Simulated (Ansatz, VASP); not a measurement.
# One calculation of Al2Pt, two programs

The input INCAR:

```
  ALGO = Fast
  EDIFF = 1E-6
  ENCUT = 520
  GGA = PS
  ISIF = 2
  ISMEAR = 0
  LASPH = True
  LCHARG = False
  LREAL = False
  LWAVE = False
  NBANDS = 15
  NELM = 60
  PREC = Accurate
  SIGMA = 0.1
```

The input KPOINTS:

```
k-points
0
Gamma
  12 12 12
```

Contents of POSCAR:

```
Al2Pt
1.0
    0.0000000000      2.9184748825      2.9184748825
    2.9184748825      0.0000000000      2.9184748825
    2.9184748825      2.9184748825      0.0000000000
Al Pt
2 1
Direct
    0.2500000000      0.2500000000      0.2500000000
    0.7500000000      0.7500000000      0.7500000000
    0.0000000000      0.0000000000      0.0000000000
```

Input for Ansatz:

```yaml
crystal:
  lattice:
    - [0.0, 2.9184748825, 2.9184748825]
    - [2.9184748825, 0.0, 2.9184748825]
    - [2.9184748825, 2.9184748825, 0.0]
  atoms:
    - { symbol: Al, position: [0.25, 0.25, 0.25] }
    - { symbol: Al, position: [0.75, 0.75, 0.75] }
    - { symbol: Pt, position: [0.0, 0.0, 0.0] }
basis:
  ecutwfc: 420
kpoints:
  mp_grid: { grid: [12, 12, 12] }
hamiltonian:
  xc: pbesol
scf:
  occupations: { method: gaussian, width: 0.1 }
output:
  forces: true
  stress: true
  eigenvalues: true
```

Alike in both runs: task single point; functional PBEsol; k mesh 12 × 12 × 12; occupations gaussian, width 0.1 eV; no spin polarisation.

|  | VASP | Ansatz |
| --- | --- | --- |
| version | VASP 6.6.1 | Ansatz 0.2.0 |
| potentials or method | VASP PAW PBE potentials, release 64 (Al, Pt) | scalar-relativistic, plane waves, PAW |
| plane-wave cutoff (eV) | 520 | 420 |
| valence electrons in the cell | 16 | 24 |

|  | VASP | Ansatz | Ansatz less VASP |
| --- | --- | --- | --- |
| gap on the k mesh at the Fermi level (eV) | none | none | - |
| pressure (GPa) | 4.5 | 4.5 | 0.00 |

A gap of «none» marks a metal or a gap that the smearing closes. The two sets of potentials don't hold the same shells in valence.

Caveats: the PAW data sets were made with another functional, which shifts forces and pressure a little (VASP). Spin-orbit coupling is left out, which matters for the levels of Pt.
